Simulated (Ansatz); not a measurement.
Start from LaAlO3 (space group R-3c, No. 167; a = 5.4124 Å, c = 13.1925 Å (hexagonal axes)). Axes: x lies along a and z along c of the hexagonal cell.

Calculations: PBE/PAW in Ansatz (a program for electronic structure), no spin-orbit coupling, earlier PAW set.

The change: uniaxial stress, 5 GPa compression along z, with the cell and atoms free to relax against it.

Q: How does this affect the secant Young's modulus along z?

A: The secant Young's modulus along z is 360 GPa.

Q: What happens to the mean lateral Poisson ratio?

A: The mean lateral Poisson ratio amounts to 0.20.

Load acts through the strain it causes; cell and atoms are relaxed under it. Beyond what the load breaks, stability against distortions was not tested.
